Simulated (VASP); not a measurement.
Write the native input for VASP 6.6.1 that does the following.

- Task: single point
- Functional: PBEsol
- Potentials or basis: VASP PAW PBE potentials, release 64 (Zn, O)
- Cutoff: 520 eV
- k mesh: 8 × 5 × 1
- Occupations: gaussian, width 0.03 eV
- Spin: no spin polarisation
- Dipole correction: yes
- Further INCAR settings: ALGO = Normal; EDIFF = 1e-06; NBANDS = 106

The structure of ZnO lies in POSCAR:

```
ZnO
1.0
    3.2367619000      0.0000000000      0.0000000000
    0.0000000000      5.2238640000      0.0000000000
    0.0000000000      0.0000000000     27.1468469200
Zn O
10 10
Direct
    0.9999995400      0.5000160000      0.2762751800
    0.5000005500      0.0000160000      0.3106944500
    0.4999995700      0.5000160000      0.3795327700
    0.0000005800      0.0000160000      0.4139520400
    0.9999996100      0.5000160000      0.4827903700
    0.5000006200      0.0000160000      0.5172096300
    0.4999996400      0.5000160000      0.5860479600
    0.0000006500      0.0000160000      0.6204672300
    0.9999996700      0.5000160000      0.6893055500
    0.5000006800      0.0000160000      0.7237248200
    0.9999995400      0.1209740000      0.2762751800
    0.5000005500      0.6209740000      0.3106944500
    0.4999995700      0.1209740000      0.3795327700
    0.0000005800      0.6209740000      0.4139520400
    0.9999996100      0.1209740000      0.4827903700
    0.5000006200      0.6209740000      0.5172096300
    0.4999996400      0.1209740000      0.5860479600
    0.0000006500      0.6209740000      0.6204672300
    0.9999996700      0.1209740000      0.6893055500
    0.5000006800      0.6209740000      0.7237248200
```

The input as run:

INCAR

```
SYSTEM = ZnO
ALGO = Normal ; DIPOL = 0.5 0.5 0.500
EDIFF = 1E-6 ; ENCUT = 520
GGA = PS ; ICORELEVEL = 1
IDIPOL = 3 ; ISIF = 2
ISMEAR = 0 ; LASPH = .TRUE.
LCHARG = .FALSE. ; LDIPOL = .TRUE.
LREAL = .FALSE. ; LUSENCCL = .FALSE.
LVACPOTAV = .TRUE. ; LVHAR = .TRUE.
LWAVE = .FALSE. ; NBANDS = 106
NELM = 80 ; PREC = Accurate
SIGMA = 0.03
```

KPOINTS

```
k-points
0
G
  8 5 1
  0 0 0
```

Potentials or basis: VASP PAW PBE potentials, release 64 (Zn, O).

The run is started by

```bash
$ cat potpaw_PBE.64/Zn/POTCAR potpaw_PBE.64/O/POTCAR > POTCAR
$ mpirun -np 1 vasp_std > vasp.out
```

It gave:

```yaml
Largest_force: 1.866 eV/Å
Band_gap_on_the_k_mesh: 0.42 eV, direct
Ionisation_potential_of_the_upper_face: 5.15 eV
```

Caveat: the PAW data sets were made with another functional, which shifts forces and pressure a little.

It took 4.9 min on 1 × NVIDIA H100 80GB with 1 thread of AMD EPYC 7R13 Processor (Zen 3), on a shared host, peak memory 1.7 GiB.
